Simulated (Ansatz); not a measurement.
## GaN: single point with PBE

**Experimental background.**

“Studying electronic properties in GaN without electrical contacts using γ-γ vs e−-γ Perturbed Angular Correlations”, 2019, pmc:6823545 quotes, for a bulk crystal of GaN: band gap 3.503 ± 0.005 eV (direct).

GaN:

```xyz
4
Lattice="3.1800 0.0000 0.0000 -1.5900 2.7540 0.0000 0.0000 0.0000 5.1660" Properties=species:S:1:pos:R:3 pbc="T T T"
Ga    1.5900    0.9180    2.5830
Ga    0.0000    1.8360    0.0000
N     1.5900    0.9180    4.5203
N     0.0000    1.8360    1.9373
```

| Property | Result |
| --- | --- |
| Program | Ansatz 0.2.0 |
| Task | single point |
| Functional | PBE |
| Potentials or basis | Ansatz PAW |
| Cutoff | 420 eV (not typed: the program's choice for these potentials) |
| k mesh | 10 × 10 × 5 |
| Occupations | gaussian, width 0.03 eV |
| Spin | no spin polarisation |

The pressure is 7.3 GPa and the largest force is 0.137 eV/Å. The band gap on the k mesh is 1.96 eV, direct.

Forces on the atoms (eV/Å):
```
Ga   0.000  0.000 -0.137
Ga   0.000  0.000 -0.137
N    0.000  0.000  0.137
N    0.000  0.000  0.137
```

Stress tensor (GPa, compression positive):
```
6.58 0.00 0.00
0.00 6.58 0.00
0.00 0.00 8.73
```

Levels at points of the mesh, in eV from the valence-band top:
```
            k point  band 16  band 17  band 18  band 19  band 20  band 21
 (0.00, 0.00, 0.00)    -0.06     0.00     0.00     1.96     4.30     9.25
(0.00, -0.50, 0.00)    -2.78    -2.26    -0.99     5.08     5.61     6.08
```

Wall time 4.2 s on 2 threads of Intel(R) Xeon(R) Processor @ 2.50GHz (Skylake/Cascade Lake), with other jobs on the host, peak memory 0.37 GiB.

Against the measured gap of GaN, 3.503 eV (direct; quoted in “Studying electronic properties in GaN without electrical contacts using γ-γ vs e−-γ Perturbed Angular Correlations”, 2019, pmc:6823545), the calculated 1.96 eV is off by -1.54 eV. Spin-orbit coupling on Ga is left out. The value is that of PBE, without temperature or zero-point motion. Semilocal functionals fall short of measured gaps as a rule.

Caveat: odd divisions of the mesh miss points on the zone boundary, where band edges often lie, so the gap on the mesh can be too wide; the pressure holds a Pulay correction of +0.5 GPa for the finite cutoff.
